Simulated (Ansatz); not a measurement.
## CdS, space group Fm-3m: a convergence test of the k-point mesh

Computed with the Ansatz DFT code, driven from Python.

Script `run_kconv.py`:
```python
"""Convergence of CdS with the k-point mesh."""

import ansatz
import numpy as np

vectors = np.array([
    [0.0, 2.753244, 2.753244],
    [2.753244, 0.0, 2.753244],
    [2.753244, 2.753244, 0.0],
])
xtal = (
    ansatz.Lattice.of(vectors)
    .atom("Cd", (0.0, 0.0, 0.0))
    .atom("S", (0.5, 0.5, 0.5))
)

model = xtal.calculation()
model = model.functional("pbesol").occupations("fermi_dirac", width=0.1)

rows = []
for value in [(2, 2, 2), (4, 4, 4), (6, 6, 6), (8, 8, 8), (10, 10, 10)]:
    report = model.kpoints(*value).run().report
    rows.append((value, report["free_energy_ev"] / len(report["lattice"]["sites"]), report["n_iterations"], report["n_kpoints"]))

print("        mesh   F/atom (eV)    iterations      k-points")
for row in rows:
    print(f"{str(row[0]):>12s}  {row[1]:12.5f}  {row[2]:12d}  {row[3]:12d}")

# the last row is the reference
for row in rows[:-1]:
    shift = 1000 * (row[1] - rows[-1][1])
    print(f"{row[0]}: {shift:+.2f} meV/atom" + ("  (within 2 meV)" if abs(shift) < 2 else ""))
```

Output of `python run_kconv.py`:
```text
DeckWarning: basis.ecutwfc = 420 eV, auto-derived from the records' recommended cutoffs: set by Cd (normal level)
        mesh   F/atom (eV)    iterations      k-points
   (2, 2, 2)   -4534.18640             7             3
   (4, 4, 4)   -4534.97724             6             8
   (6, 6, 6)   -4535.01059             6            16
   (8, 8, 8)   -4535.01272             6            29
(10, 10, 10)   -4535.01262             6            47
(2, 2, 2): +826.23 meV/atom
(4, 4, 4): +35.38 meV/atom
(6, 6, 6): +2.03 meV/atom
(8, 8, 8): -0.10 meV/atom  (within 2 meV)
```
(Warnings from the package without file and line.)

From 8×8×8 on it stays within 2 meV an atom of the value at 10×10×10; the first row (2×2×2) is off by 826.2 meV and the last but one by 0.10 meV. This holds for F at a smearing of 0.1 eV; a narrower one needs a denser mesh.

The gap on the mesh is very small: a semilocal functional closes or nearly closes the gap of many narrow semiconductors. This is a high-temperature or high-pressure form, not the ambient phase. The structure comes from a database of computed cells and needn't be a stable or known phase. Shifts are counted from the finest mesh, which is itself no proven limit. Hardware and time: 5.1 s on 1 thread of Arm Neoverse V1, with other jobs on the host, peak memory 0.37 GiB.
